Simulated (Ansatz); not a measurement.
# MoS2 (P-3m1) in Ansatz: notebook

One crystal, MoS2, is run at these levels: RPBE+D3(BJ); tasks: single point, equation of state.

All numbers are computed with Ansatz 0.2.0; they aren't measurements. Logs are shortened: lines on timing, memory, paths and dates and some standing lists are left out, and cuts for length are marked.

## Step 1: Starting point

It takes space group P-3m1 (No. 164, trigonal). Conventional cell: a = 3.227 Å, b = 3.227 Å, c = 6.312 Å, α = 90.00°, β = 90.00°, γ = 120.00°. Around Mo (site symmetry -3m) lie 6 S at 2.42 Å. S (site symmetry 3m) has 3 Mo at 2.42 Å as nearest neighbours.

Measurements of this composition are mostly on another form, of space group No. 194.

## Step 2: Single point, RPBE+D3(BJ), 17.84 Å³/atom (volume scaled by 0.94)

input.yaml

```yaml
crystal:
  lattice:
    - [3.1615794509, 0.0, 0.0]
    - [-1.5807897255, 2.7380081205, 0.0]
    - [0.0, 0.0, 6.1836112739]
  atoms:
    - { symbol: Mo, position: [0.0, 0.0, 0.5] }
    - { symbol: S, position: [0.6666666667, 0.3333333333, 0.74468068] }
    - { symbol: S, position: [0.3333333333, 0.6666666667, 0.25531932] }
hamiltonian:
  xc: rpbe
  pseudopotentials: { kind: paw }
  dispersion: d3bj
kpoints:
  mp_grid: { grid: [9, 9, 4] }
scf:
  occupations: { method: fermi_dirac, width: 0.05 }
output:
  forces: true
  stress: true
  eigenvalues: true
```

Potentials or basis: Ansatz PAW.

The run is started by

```bash
> ansatz run input.yaml --threads 2 --pin off --max-ram 5120MiB --backend cpu --events-out ev --progress --plain --runs-dir out
```

The program printed:

```text
Warning: RAYON_NUM_THREADS=2 ignored (pool sized by the plan → 2); use --threads N
Engine: ansatz 0.2.0, aarch64-unknown-linux-gnu
Pseudopotentials: kind: paw
Pseudopotential: Mo, paw, valence charge 14, recommended cutoff 420 eV (normal), Mo.paw.azcp
Pseudopotential: S, paw, valence charge 6, recommended cutoff 420 eV (normal), S.paw.azcp
Functional definition: RPBE
  parameter kappa = 0.804
  parameter beta = 0.06672455060314922
  exchange = rpbe_x(kappa = kappa, mu = beta*pi^2/3)
  correlation = pbe_c(beta = beta)
Crystal: 3 atoms, lattice volume = 53.528 Å³
Basis set: ecut = 420 eV, 1053 PW (Γ), exchange–correlation on 48×48×90 points (8 copies of the dense FFT grid, shifted against one another)
Bands: 17, of which v1, the nominal top of the filled ones, is band 13 counted from 1 (12 counted from 0)
Symmetry: 12 space group operations
Space group: P-3m1 (ITA 164), of the structure as read, at distance tolerance 3.8e-5 Å
k-points: 43 of 324
Non-local potential: Mo, projectors of the file, l = 0: 3, l = 1: 2, l = 2: 2, l = 3: 1
Non-local potential: S, projectors of the file, l = 0: 2, l = 1: 2, l = 2: 2
PAW form: soft (Blöchl's): semilocal exchange-correlation on the pseudo side does not see the compensation charge
PAW frozen core: Mo, regenerated for the run's functional, and the local potential with it (the file was generated under x = pbe(κ = 0.804, μ = 0.2195149727645171), c = pbe(β = 0.06672455060314922))
PAW frozen core: S, regenerated for the run's functional, and the local potential with it (the file was generated under x = pbe(κ = 0.804, μ = 0.2195149727645171), c = pbe(β = 0.06672455060314922))
PAW one-centre angular grid: Mo, 590 points (default); XC on 64 Gauss nodes
PAW one-centre angular grid: S, 110 points (default); XC on 64 Gauss nodes
Initial density: superposition of atomic densities (neutral atoms: chi_scale 0, normalization atom), corrected by the library's trained network
Initial wavefunctions: pseudopotential atomic-orbital guess
Functional: x = rpbe, c = pbe(β = 0.06672455060314922)
SCF iter   1: F=—  HF=-6781.527051 eV  |F-HF|=—  |Δ(HF+E_count)|=         —  Δρ=6.65e-3  dr2=1.71e-2  ethr=1.77e-3  ⟨swp⟩=6.0  Hψ=4087  notcnv=0
preconditioner: auto → LDOS  [metal: Δε(μ)=0.015 eV  Ē_g=8.222 eV  σ=0.050 eV  W_gap=0.08  n_scr=10 (ndim 8)  ℏωp=21.5 eV  f_vac=0.020  D(μ)=1.00/eV (n_scr^D=2)  β→1.0]
SCF iter   2: F=—  HF=-6781.527900 eV  |F-HF|=—  |Δ(HF+E_count)|=   8.48e-4  Δρ=3.48e-3  dr2=1.35e-2  ethr=6.56e-5  ⟨swp⟩=2.0  Hψ=1762  notcnv=0
SCF iter   3: F=—  HF=-6781.524688 eV  |F-HF|=—  |Δ(HF+E_count)|=   3.21e-3  Δρ=6.09e-4  dr2=2.95e-4  ethr=5.20e-5  ⟨swp⟩=2.0  Hψ=1065  notcnv=0
SCF iter   4: F=—  HF=-6781.524721 eV  |F-HF|=—  |Δ(HF+E_count)|=   3.33e-5  Δρ=1.72e-4  dr2=1.28e-5  ethr=1.14e-6  ⟨swp⟩=2.0  Hψ=1076  notcnv=0
SCF iter   5: F=—  HF=-6781.524652 eV  |F-HF|=—  |Δ(HF+E_count)|=   6.97e-5  Δρ=2.80e-5  dr2=3.13e-7  ethr=4.91e-8  ⟨swp⟩=2.0  Hψ=1116  notcnv=0
SCF iter   6: F=-6781.524652 eV  HF=-6781.524652 eV  |F-HF|=4.71e-9  |Δ(HF+E_count)|=   2.61e-7  Δρ=7.60e-6  dr2=2.82e-8  ethr=3.85e-10  ⟨swp⟩=6.8  Hψ=3589  notcnv=0
SCF 1 converged in 6 iterations: F = -6781.524652 eV  dr2 = 2.82e-8
SCF converged after 6 iterations
Free energy (F): -6781.524652 eV
Harris-Foulkes:  -6781.524652 eV  (|F-HF|=4.71e-9)
Internal energy: -6781.516810 eV  (E = F + TS)
E sigma→0 (E₀):  -6781.520731 eV
Entropy (-TS):   -0.007842 eV (-2.614 meV/atom)
Fermi energy:    11.214715 eV
--- Per-component energies (eV) ---
  E_band       = -155.639317
  E_kinetic    = 659.858785
  E_local      = -2049.992087  (includes V_loc(G=0)·N_el)
  E_nonlocal   = 197.977634
  E_hartree    = 797.560558
  E_xc         = -380.146244
  E_vxc        = -406.294713  (∫ρ·V_xc dr)
  E_paw        = -4415.080184  (= ΣΔE_a)
  E_vpaw       = -152.311103  (= ΣTr[D̂ρ^β])
  E_aug_tail   = 0.000043  (compensation charges beyond the density's cutoff)
  E_ewald      = -1585.650703
  E_disp       = -5.880393  (pairwise vdW)
  E_core_change = -0.164219  (= ΣΔE_core)
  E_smearing   = -0.007842  (= −TS)
  E_closure    = 0.000000  (closes the sum)
  Σ components = -6781.524652   (vs F -6781.524652, Δ=0.00e0)
--- Forces (eV/Å), atoms counted from 1 ---
  atom   1  Mo    -0.00000000    -0.00000000     0.00000000
  atom   2  S     -0.00000000     0.00000000     0.86946575
  atom   3  S      0.00000000    -0.00000000    -0.86946575
  max |Σ_I F_I| component: 4.63e-18 eV/Å
--- Stress (GPa, compression-positive) ---
      -10.210031       0.000000       0.000000
       -0.000000     -10.210031      -0.000000
        0.000000       0.000000       2.515413
  P = ⅓ Tr σ = -5.9682 GPa (-59.682 kbar)
--- Band table (eV; the first three rows and the last of 43) ---
  k-point 0: bands = ["-50.5664", "-24.6523", "-24.5621", "-24.5621", "-4.0476", "-2.4205", "4.1600", "6.8923", "6.8923", "9.2841", "10.0299", "10.1530", "10.1530", "10.9229", "10.9229", "14.6490", "14.6490"]
  k-point 1: bands = ["-50.5664", "-24.6523", "-24.5620", "-24.5620", "-3.9585", "-2.5782", "4.5178", "6.8970", "6.8970", "8.2264", "10.1494", "10.1494", "10.7952", "10.8856", "10.8856", "14.7394", "14.7394"]
  k-point 2: bands = ["-50.5664", "-24.6523", "-24.5620", "-24.5620", "-3.8478", "-2.7541", "4.9878", "6.9017", "6.9017", "7.4349", "10.1459", "10.1459", "10.8493", "10.8493", "11.1764", "14.8310", "14.8310"]
  k-point 42: bands = ["-50.5188", "-24.8482", "-24.8482", "-24.5552", "-1.7658", "-1.7658", "5.2908", "5.2908", "5.7145", "7.2146", "7.2146", "7.2435", "11.5903", "11.5903", "11.8993", "15.0927", "15.0927"]
```

Wall time 2 s (2 threads of Arm Neoverse N1, shared host); peak memory 0.33 GiB.

Results:

| Item | Value |
| --- | --- |
| Free energy | -6781.5247 eV |
| Pressure | -6.0 GPa |
| Largest force | 0.869 eV/Å |
| Band gap on the k mesh | none (metal or under the smearing width) |

Caveat: the PAW data sets come from PBE, with cores solved anew for the run's functional, which leaves a small shift of forces and pressure.

## Step 3: Single point, RPBE+D3(BJ), 18.22 Å³/atom (volume scaled by 0.96)

input.yaml, as its differences from that of step 2:

```diff
@@ -2,5 +2,5 @@
   lattice:
-    - [3.1615794509, 0.0, 0.0]
-    - [-1.5807897255, 2.7380081205, 0.0]
-    - [0.0, 0.0, 6.1836112739]
+    - [3.1838448285, 0.0, 0.0]
+    - [-1.5919224143, 2.7572905031, 0.0]
+    - [0.0, 0.0, 6.2271592669]
   atoms:
@@ -21 +21,5 @@
   eigenvalues: true
+  write_density: true
+  write_potential: true
+  elf: true
+  volumetric_format: npy
```

Potentials or basis: Ansatz PAW.

The run is started by

```bash
> ansatz run input.yaml --threads 2 --pin off --max-ram 5120MiB --backend cpu --events-out ev --progress --plain --runs-dir out
```

Run time: 2.8 s. Hardware: 2 threads of Arm Neoverse N1, shared host; peak memory 0.34 GiB.

Results (log left out):

```
Free energy            : -6781.4718 eV
Pressure               : -8.8 GPa
Largest force          : 0.475 eV/Å
Band gap on the k mesh : none (metal or under the smearing width)
```

Caveat: the PAW data sets come from PBE, with cores solved anew for the run's functional, which leaves a small shift of forces and pressure.

## Step 4: Single point, RPBE+D3(BJ), 18.60 Å³/atom (volume scaled by 0.98)

input.yaml, as its differences from that of step 3:

```diff
@@ -2,5 +2,5 @@
   lattice:
-    - [3.1838448285, 0.0, 0.0]
-    - [-1.5919224143, 2.7572905031, 0.0]
-    - [0.0, 0.0, 6.2271592669]
+    - [3.2058030729, 0.0, 0.0]
+    - [-1.6029015365, 2.7763069006, 0.0]
+    - [0.0, 0.0, 6.27010655]
   atoms:
@@ -21,5 +21 @@
   eigenvalues: true
-  write_density: true
-  write_potential: true
-  elf: true
-  volumetric_format: npy
```

The run is started by

```bash
> ansatz run input.yaml --threads 2 --pin off --max-ram 5120MiB --backend cpu --events-out ev --progress --plain --runs-dir out
```

Run time: 2.1 s. Hardware: 2 threads of Arm Neoverse N1, shared host; peak memory 0.33 GiB.

The run converged. Its results:

```yaml
Free_energy: -6781.3998 eV
Pressure: -11.4 GPa
Largest_force: 0.108 eV/Å
Band_gap_on_the_k_mesh: none (metal or under the smearing width)
```

Caveat: the PAW data sets come from PBE, with cores solved anew for the run's functional, which leaves a small shift of forces and pressure.

## Step 5: Single point, RPBE+D3(BJ), 18.98 Å³/atom

input.yaml, as its differences from that of step 4:

```diff
@@ -2,5 +2,5 @@
   lattice:
-    - [3.2058030729, 0.0, 0.0]
-    - [-1.6029015365, 2.7763069006, 0.0]
-    - [0.0, 0.0, 6.27010655]
+    - [3.2274645616, 0.0, 0.0]
+    - [-1.6137322808, 2.7950663001, 0.0]
+    - [0.0, 0.0, 6.31247342]
   atoms:
@@ -21 +21,5 @@
   eigenvalues: true
+  write_density: true
+  write_potential: true
+  elf: true
+  volumetric_format: npy
```

The run is started by

```bash
> ansatz run input.yaml --threads 2 --pin off --max-ram 5120MiB --backend cpu --events-out ev --progress --plain --runs-dir out
```

Wall time 2.8 s (2 threads of Arm Neoverse N1, shared host); peak memory 0.34 GiB.

It converged, with:

* Free energy: -6781.3107 eV
* Pressure: -13.6 GPa
* Largest force: 0.231 eV/Å
* Band gap on the k mesh: none (metal or under the smearing width)

Caveat: the PAW data sets come from PBE, with cores solved anew for the run's functional, which leaves a small shift of forces and pressure.

## Step 6: Single point, RPBE+D3(BJ), 19.36 Å³/atom (volume scaled by 1.02)

input.yaml, as its differences from that of step 5:

```diff
@@ -2,5 +2,5 @@
   lattice:
-    - [3.2274645616, 0.0, 0.0]
-    - [-1.6137322808, 2.7950663001, 0.0]
-    - [0.0, 0.0, 6.31247342]
+    - [3.248839122, 0.0, 0.0]
+    - [-1.624419561, 2.8135772124, 0.0]
+    - [0.0, 0.0, 6.3542790981]
   atoms:
```

Potentials or basis: Ansatz PAW.

The run is started by

```bash
> ansatz run input.yaml --threads 2 --pin off --max-ram 5120MiB --backend cpu --events-out ev --progress --plain --runs-dir out
```

Wall time 2.9 s (2 threads of Arm Neoverse N1, shared host); peak memory 0.34 GiB.

Results (log left out):

| Quantity | Value |
| --- | --- |
| Free energy | -6781.2065 eV |
| Pressure | -15.6 GPa |
| Largest force | 0.546 eV/Å |
| Band gap on the k mesh | none (metal or under the smearing width) |

Caveat: the PAW data sets come from PBE, with cores solved anew for the run's functional, which leaves a small shift of forces and pressure.

## Step 7: Single point, RPBE+D3(BJ), 19.74 Å³/atom (volume scaled by 1.04)

input.yaml, as its differences from that of step 6:

```diff
@@ -2,5 +2,5 @@
   lattice:
-    - [3.248839122, 0.0, 0.0]
-    - [-1.624419561, 2.8135772124, 0.0]
-    - [0.0, 0.0, 6.3542790981]
+    - [3.2699360711, 0.0, 0.0]
+    - [-1.6349680355, 2.8318477062, 0.0]
+    - [0.0, 0.0, 6.3955418068]
   atoms:
@@ -21,5 +21 @@
   eigenvalues: true
-  write_density: true
-  write_potential: true
-  elf: true
-  volumetric_format: npy
```

The run is started by

```bash
> ansatz run input.yaml --threads 2 --pin off --max-ram 5120MiB --backend cpu --events-out ev --progress --plain --runs-dir out
```

Wall time 2.1 s (2 threads of Arm Neoverse N1, shared host); peak memory 0.34 GiB.

The run converged. Its results:

```
Free energy            : -6781.0889 eV
Pressure               : -17.4 GPa
Largest force          : 0.838 eV/Å
Band gap on the k mesh : none (metal or under the smearing width)
```

Caveat: the PAW data sets come from PBE, with cores solved anew for the run's functional, which leaves a small shift of forces and pressure.

## Step 8: Single point, RPBE+D3(BJ), 20.12 Å³/atom (volume scaled by 1.06)

input.yaml, as its differences from that of step 7:

```diff
@@ -2,5 +2,5 @@
   lattice:
-    - [3.2699360711, 0.0, 0.0]
-    - [-1.6349680355, 2.8318477062, 0.0]
-    - [0.0, 0.0, 6.3955418068]
+    - [3.2907642509, 0.0, 0.0]
+    - [-1.6453821255, 2.8498854391, 0.0]
+    - [0.0, 0.0, 6.4362788402]
   atoms:
```

The run is started by

```bash
> ansatz run input.yaml --threads 2 --pin off --max-ram 5120MiB --backend cpu --events-out ev --progress --plain --runs-dir out
```

It took 2.2 s on 2 threads of Arm Neoverse N1, shared host; peak memory 0.34 GiB.

The run converged. Its results:

* Free energy: -6780.9593 eV
* Pressure: -19.0 GPa
* Largest force: 1.108 eV/Å
* Band gap on the k mesh: none (metal or under the smearing width)

Caveat: the PAW data sets come from PBE, with cores solved anew for the run's functional, which leaves a small shift of forces and pressure; forces of over 1 eV/Å show positions far from the minimum, so gaps and moduli don't describe the material at rest.

## Step 9: Equation of state, RPBE+D3(BJ)

Potentials or basis: Ansatz PAW.

No new run: the results of the series are fitted here.

What came out:

* Equilibrium volume: 17.17 Å³/atom (rough: see the caveat)
* Bulk modulus at fixed shape and positions: 170 GPa (rough)

Energy against volume, from the lowest point:
| volume (Å³/atom) | energy (meV/atom) |
| --- | --- |
| 17.843 | 0.00 |
| 18.222 | 17.60 |
| 18.602 | 41.61 |
| 18.982 | 71.31 |
| 19.361 | 106.05 |
| 19.741 | 145.27 |
| 20.120 | 188.43 |

Caveat: the potentials were made for another functional, which shifts forces and pressure; the minimum lies outside the volumes run; the cell was scaled at fixed shape and fractional positions, which overstates the stiffness of a crystal with free parameters, most of all of layers and chains.
